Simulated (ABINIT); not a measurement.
Runs of ABINIT 10.8.3 (patched build) on AlN. Symmetry: P6_3mc, No. 186, hexagonal system. The conventional cell has a = 3.113 Å, b = 3.113 Å, c = 4.981 Å, α = 90.00°, β = 90.00°, γ = 120.00°. Around Al (site symmetry 3m) lie 4 N at 1.89 Å. N (site symmetry 3m) has 4 Al at 1.89 Å as nearest neighbours. 

```tsv
task	level	potentials or basis	k mesh	cutoff (eV)	fine-grid cutoff	gap on the mesh (eV)	largest force (eV/Å)
single point	r2SCAN	JTH PAW PBE v2.0	6 × 6 × 4	816	1414.99 eV	(a)	0.15
single point	PBEsol	JTH PAW PBE v2.0	6 × 6 × 4	680	1278.94 eV	4.12	0.13
band structure	LDA-PZ	JTH PAW LDA v2.0	10 × 10 × 6	680	1278.94 eV	4.23	0.11
band structure	LDA-VWN	JTH PAW LDA v2.0	10 × 10 × 6	680	1278.94 eV	4.24	0.11
band structure	PBE	SPMS NC PBE v1.0	10 × 10 × 6	925	-	4.23	0.13
```

Alike in all rows: no spin polarisation; cell as given; smearing fermi-dirac 0.05 eV.

Fill in the values left out.

(a) 4.80.

Caveats: the PAW data sets were made with another functional, which shifts forces and pressure a little (some runs).

A k mesh can miss the band edges.

Not every run made on this cell is shown here.
